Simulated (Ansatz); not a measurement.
Hf under changes of volume

One of the cells (22.380 Å³/atom); the others are scaled copies at fixed shape and fractional positions:

```
Hf
1.0
     3.19670    0.00000    0.00000
    -1.59835    2.76842    0.00000
     0.00000    0.00000    5.05780
Hf
2
Direct
  0.66667 0.33333 0.75000
  0.33333 0.66667 0.25000
```

* Program: Ansatz 0.2.0
* Functional: PBE0
* Potentials or basis: Ansatz PAW
* Cutoff: 420 eV (not typed: the program's choice for these potentials)
* k mesh: 6 × 6 × 4
* Occupations: fermi-dirac, width 0.05 eV
* Spin: no spin polarisation

```tsv
volume (Å³/atom)	energy over the lowest point (meV/atom)	pressure (GPa)
21.037	57.14	10.4
21.485	?	?
21.933	15.61	4.6
22.380	5.46	2.3
22.828	0.00	0.3
23.276	2.29	-1.9
23.723	10.47	-3.9
```

What does the run at 21.485 Å³/atom give?

Energy over the lowest point 32.34 meV/atom; pressure 7.4 GPa.

Worked out: A Birch-Murnaghan fit of order 3 (a polynomial in V^(-2/3)) to the other rows has its minimum at 22.92 Å³/atom with B0 = V·E''(V) = 117 GPa (rough, since the energies scatter) at fixed shape and positions, which overstates the stiffness. It gives 33.33 meV/atom at 21.485 Å³/atom, against the run's 32.34, and -dE/dV = 7.4 GPa, against 7.4.

Energies are extrapolated to zero smearing.

Caveats: all runs use coarse meshes; the PAW data sets come from PBE, with cores solved anew for the run's functional, which leaves a small shift of forces and pressure; the thresholds are loose for stress.
